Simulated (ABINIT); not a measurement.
# Fe (Im-3m) in ABINIT: notebook

One crystal, Fe, is run at these levels: PBE; tasks: single point.

Everything below comes from runs of ABINIT 10.8.3 (patched build). Logs are shortened: lines on timing, memory, paths and dates and some standing lists are left out, and cuts for length are marked. The log counts tension as positive stress, the text compression.

## (1) The crystal as given

It takes space group Im-3m (No. 229, cubic). Conventional cell: a = 2.886 Å, b = 2.886 Å, c = 2.886 Å, α = 90.00°, β = 90.00°, γ = 90.00°. Around Fe (site symmetry m-3m) lie 8 Fe at 2.50 Å.

## (2) Single point, PBE, collinear spin, antiferromagnetic start (cell doubled along its third vector)

run.abi

```
pp_dirpath "./"
pseudos "Fe.GGA_PBE-JTH.xml"

acell 3*1.0 Angstrom
rprim
    -1.4430000000     1.4430000000     1.4430000000
     1.4430000000    -1.4430000000     1.4430000000
     2.8860000000     2.8860000000    -2.8860000000
ntypat 1
znucl 26
natom 2
typat 1 1
xred
     0.0000000000     0.0000000000     0.0000000000
     0.0000000000     0.0000000000     0.5000000000

ecut 26.0
pawecutdg 48.0
pawxcdev 0

kptopt 1
ngkpt 10 10 5
nshiftk 1
shiftk 0.0 0.0 0.0
chksymbreak 0

ixc 11

nband 22
occopt 3
tsmear 0.00183747

nsppol 2
spinat
     0.0000000000     0.0000000000     3.0000000000
     0.0000000000     0.0000000000    -3.0000000000

nstep 100
tolvrs 1.0e-9

iomode 3
prtwf 0
prtden 0
prteig 0
prtebands 0
```

Potentials or basis: JTH PAW PBE v2.0.

On the command line:

```console
> abinit run.abi > log 2>&1
```

run.abo:

```text
.Version 10.8.3 of ABINIT
 Magnetic group, Shubnikov type IV
 Fedorov space group Cm m m (# 65)
 Magnetic Bravais lattice oC_A (1-face-centered ortho., 1-face-magnetic, #17)
================================================================================
 Values of the parameters that define the memory need of the present run
     intxc =       0    ionmov =       0      iscf =      17    lmnmax =      18
     lnmax =       6     mgfft =      48  mpssoang =       3    mqgrid =    3001
     natom =       2  nloc_mem =       2    nspden =       2   nspinor =       1
    nsppol =       2      nsym =      16    n1xccc =       1    ntypat =       1
    occopt =       3   xclevel =       2
       mpw =        1048          nfft =       27648          nkpt =          93
 PAW method is used; the additional fine FFT grid is defined by:
   mgfftf=        60    nfftf =     54000
================================================================================
================================================================================

--------------------------------------------------------------------------------
------------- Echo of variables that govern the present computation ------------
--------------------------------------------------------------------------------
 -outvars: echo values of preprocessed input variables --------
            acell      1.8897261259E+00  1.8897261259E+00  1.8897261259E+00 Bohr
              amu      5.58470000E+01
      chksymbreak           0
             ecut      2.60000000E+01 Hartree
                       outvar_i_n : Printing only first  50 k-points.
              ixc          11
                       outvar_i_n : Printing only first  50 k-points.
         kptrlatt       10    0    0      0   10    0      0    0    5
          kptrlen      4.72308570E+01
            natom           2
            nband          22
            ngfft          24      24      48
          ngfftdg          30      30      60
             nkpt          93
           nspden           2
           nsppol           2
            nstep         100
             nsym          16
           ntypat           1
                       prtocc : prtvol=0, do not print more k-points.
                       1.000000  1.000000  1.000000  1.000000  1.000000  1.000000
                       1.000000  1.000000  1.000000  1.000000  1.000000  1.000000
                       1.000000  1.000000  1.000000  1.000000  0.000000  0.000000
                       0.000000  0.000000  0.000000  0.000000
                       1.000000  1.000000  1.000000  1.000000  1.000000  1.000000
                       1.000000  1.000000  1.000000  1.000000  1.000000  1.000000
                       1.000000  1.000000  1.000000  1.000000  0.000000  0.000000
                       0.000000  0.000000  0.000000  0.000000
[... 383 lines left out ...]
 length scales=  1.889726125908  1.889726125908  1.889726125908 bohr
              =  1.000000000000  1.000000000000  1.000000000000 angstroms
 Fermi (or HOMO) energy (hartree) =   0.32183   Average Vxc (hartree)=  -0.45882
 Magnetization (Bohr magneton)=  6.06082341E-05
 Total spin up =  1.59999697E+01   Total spin down =  1.60000303E+01
 Eigenvalues (hartree) for nkpt=  93  k points, SPIN UP:
 kpt#   1, nband= 22, wtk=  0.00200, kpt=  0.0000  0.0000  0.0000 (reduced coord)
  -2.92488   -2.83557   -1.68119   -1.67050   -1.66798   -1.59252   -1.58274   -1.58113
   0.01150    0.15481    0.20976    0.24766    0.25355    0.26924    0.27793    0.28535
   0.32442    0.36260    0.36991    0.37039    0.58498    0.95982
      occupation numbers for kpt#   1
   1.00000    1.00000    1.00000    1.00000    1.00000    1.00000    1.00000    1.00000
   1.00000    1.00000    1.00000    1.00000    1.00000    1.00000    1.00000    1.00000
   0.19652    0.00000    0.00000    0.00000    0.00000    0.00000
 prteigrs : prtvol=0 or 1, do not print more k-points.

 Eigenvalues (hartree) for nkpt=  93  k points, SPIN DOWN:
 kpt#   1, nband= 22, wtk=  0.00200, kpt=  0.0000  0.0000  0.0000 (reduced coord)
  -2.92488   -2.83557   -1.68119   -1.67050   -1.66798   -1.59252   -1.58274   -1.58113
   0.01150    0.15481    0.20976    0.24766    0.25355    0.26924    0.27793    0.28534
   0.32442    0.36260    0.36991    0.37039    0.58498    0.95982
      occupation numbers for kpt#   1
   1.00000    1.00000    1.00000    1.00000    1.00000    1.00000    1.00000    1.00000
   1.00000    1.00000    1.00000    1.00000    1.00000    1.00000    1.00000    1.00000
   0.19652    0.00000    0.00000    0.00000    0.00000    0.00000
 prteigrs : prtvol=0 or 1, do not print more k-points.

--- !EnergyTerms
iteration_state     : {dtset: 1, }
comment             : Components of total free energy in Hartree
kinetic             :  2.43217133192612E+01
hartree             :  4.87483634313655E+01
xc                  : -6.81549494348700E+00
Ewald energy        : -1.70826281276626E+02
psp_core            :  1.22624024655339E+01
local_psp           : -1.33904187572718E+02
PAW spherical_terms : -2.26517464927676E+01
internal            : -2.48865231069438E+02
'-kT*entropy'       : -1.10081366133678E-03
total_energy        : -2.48866331883100E+02
total_energy_eV     : -6.77199788049152E+03
...

--- !EnergyTermsDC
iteration_state     : {dtset: 1, }
comment             : '"Double-counting" decomposition of free energy'
band_energy         : -2.74137863491277E+01
Ewald energy        : -1.70826281276626E+02
psp_core            :  1.22624024655339E+01
xc_dc               : -4.66886266338480E+01
PAW spherical_terms : -1.61989391674798E+01
internal            : -2.48865230961548E+02
'-kT*entropy'       : -1.10081366133678E-03
total_energy_dc     : -2.48866331775209E+02
total_energy_dc_eV  : -6.77199787755567E+03
...

--- !EnergyTermsWithPAWCore
iteration_state     : {dtset: 1, }
comment             : 'Components of total free energy, including PAW core contributions'
Total energy        : -2.54555244575100E+03
Total energy DC     : -2.54555244564311E+03
Total energy (eV)   : -6.92680108107321E+04
Total energy DC (eV): -6.92680108077962E+04
...

 Cartesian components of stress tensor (hartree/bohr^3)
  sigma(1 1)=  4.52628630E-04  sigma(3 2)=  0.00000000E+00
  sigma(2 2)=  4.52628630E-04  sigma(3 1)=  0.00000000E+00
  sigma(3 3)=  2.05152568E-04  sigma(2 1)= -2.02218502E-04

-Cartesian components of stress tensor (GPa)         [Pressure= -1.0890E+01 GPa]
- sigma(1 1)=  1.33167941E+01  sigma(3 2)=  0.00000000E+00
- sigma(2 2)=  1.33167941E+01  sigma(3 1)=  0.00000000E+00
- sigma(3 3)=  6.03579693E+00  sigma(2 1)= -5.94947374E+00

== END DATASET(S) ==============================================================
================================================================================

 -outvars: echo values of variables after computation  --------
            acell      1.8897261259E+00  1.8897261259E+00  1.8897261259E+00 Bohr
           etotal     -2.4886633178E+02
            fcart      7.2322802033E-32  7.2322802033E-32  1.3434285882E-48
                      -7.2322802033E-32 -7.2322802033E-32 -1.3434285882E-48
            rprim     -1.4430000000E+00  1.4430000000E+00  1.4430000000E+00
                       1.4430000000E+00 -1.4430000000E+00  1.4430000000E+00
                       2.8860000000E+00  2.8860000000E+00 -2.8860000000E+00
           strten      4.5262863009E-04  4.5262863009E-04  2.0515256796E-04
                       0.0000000000E+00  0.0000000000E+00 -2.0221850218E-04
           xangst      0.0000000000E+00  0.0000000000E+00  0.0000000000E+00
                       1.4430000000E+00  1.4430000000E+00 -1.4430000000E+00
             xred      0.0000000000E+00  0.0000000000E+00  0.0000000000E+00
                       6.6159604854E-18  6.6159604854E-18  5.0000000000E-01
 Calculation completed.
```

Wall time 8.6 min (1 thread of Arm Neoverse N1, shared host); peak memory 0.2 GiB.

What came out:

| Item | Value |
| --- | --- |
| Free energy | -6771.9979 eV |
| Pressure | -10.9 GPa |
| Band gap on the k mesh | none (metal or under the smearing width) |
| Net moment | 0.00 μB per cell |
| Site moments | Fe +2.12, -2.12 μB |
| Valence electrons inside the program's atomic spheres | Fe 14.37 (radii [1.1194] Å) |

Stress tensor (GPa, compression positive):
```
-13.32   5.95   0.00
  5.95 -13.32   0.00
  0.00   0.00  -6.04
```

## (3) Single point, PBE, collinear spin, ferrimagnetic start (cell doubled along its third vector)

run.abi, as its differences from that of step 2:

```diff
@@ -35,3 +35,3 @@
      0.0000000000     0.0000000000     3.0000000000
-     0.0000000000     0.0000000000    -3.0000000000
+     0.0000000000     0.0000000000    -1.5000000000
```

Potentials or basis: JTH PAW PBE v2.0.

On the command line:

```console
> abinit run.abi > log 2>&1
```

run.abo:

```text
.Version 10.8.3 of ABINIT
 Symmetries : space group Cm m m (# 65); Bravais oC (1-face-center ortho.)
================================================================================
 Values of the parameters that define the memory need of the present run
     intxc =       0    ionmov =       0      iscf =      17    lmnmax =      18
     lnmax =       6     mgfft =      48  mpssoang =       3    mqgrid =    3001
     natom =       2  nloc_mem =       2    nspden =       2   nspinor =       1
    nsppol =       2      nsym =       8    n1xccc =       1    ntypat =       1
    occopt =       3   xclevel =       2
       mpw =        1048          nfft =       27648          nkpt =          93
 PAW method is used; the additional fine FFT grid is defined by:
   mgfftf=        60    nfftf =     54000
================================================================================
================================================================================

--------------------------------------------------------------------------------
[... 504 lines left out ...]
- sigma(2 2)=  1.33172842E+01  sigma(3 1)=  0.00000000E+00
- sigma(3 3)=  6.03645649E+00  sigma(2 1)= -5.94928136E+00

== END DATASET(S) ==============================================================
================================================================================

 -outvars: echo values of variables after computation  --------
            acell      1.8897261259E+00  1.8897261259E+00  1.8897261259E+00 Bohr
           etotal     -2.4886633178E+02
            fcart     -1.4464560407E-31 -1.4464560407E-31 -2.6868571763E-48
                       1.4464560407E-31  1.4464560407E-31  2.6868571763E-48
            rprim     -1.4430000000E+00  1.4430000000E+00  1.4430000000E+00
                       1.4430000000E+00 -1.4430000000E+00  1.4430000000E+00
                       2.8860000000E+00  2.8860000000E+00 -2.8860000000E+00
           strten      4.5264529036E-04  4.5264529036E-04  2.0517498569E-04
                       0.0000000000E+00  0.0000000000E+00 -2.0221196331E-04
           xangst      0.0000000000E+00  0.0000000000E+00  0.0000000000E+00
                       1.4430000000E+00  1.4430000000E+00 -1.4430000000E+00
             xred      0.0000000000E+00  0.0000000000E+00  0.0000000000E+00
                       6.6159604854E-18  6.6159604854E-18  5.0000000000E-01
 Calculation completed.
```

It took 13 min on 1 thread of Arm Neoverse N1, shared host; peak memory 0.2 GiB.

Results:

| Item | Value |
| --- | --- |
| Free energy | -6771.9979 eV |
| Pressure | -10.9 GPa |
| Band gap on the k mesh | none (metal or under the smearing width) |
| Net moment | 0.00 μB per cell |
| Site moments | Fe +2.12, -2.12 μB |
| Valence electrons inside the program's atomic spheres | Fe 14.37 (radii [1.1194] Å) |

Stress tensor (GPa, compression positive):
```
-13.32   5.95   0.00
  5.95 -13.32   0.00
  0.00   0.00  -6.04
```

(Part 1 of 2 ends here.)
